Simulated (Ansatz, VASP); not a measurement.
# One calculation of W, two programs

```
W
1.0
    -0.04060    2.00970    2.00970
     2.00970   -0.04060    2.00970
     2.00970    2.00970   -0.04060
W
1
Direct
  0.00000 0.00000 0.00000
```

Change from the starting cell: equal xy, yz and zx shear strains of -2 %.

Alike in both runs: task single point; functional PBE; k mesh 14 × 14 × 14; occupations fermi-dirac, width 0.05 eV; no spin polarisation.

```csv
,VASP,Ansatz
version,VASP 6.6.1,Ansatz 0.2.0
potentials or method,"VASP PAW PBE potentials, release 64 (W_sv), cutoff 520 eV","all-electron LAPW, scalar-relativistic"
```

|  | VASP | Ansatz | Ansatz less VASP |
| --- | --- | --- | --- |
| pressure (GPa) | -3.9 | -4.2 | -0.32 |
| largest component of the traceless stress (GPa) | 2.84 | 2.82 | -0.026 |

Ansatz ran all-electron here, so the differences hold the error of VASP's frozen core and of both bases.

Spin-orbit coupling is left out, which matters for the levels of W.
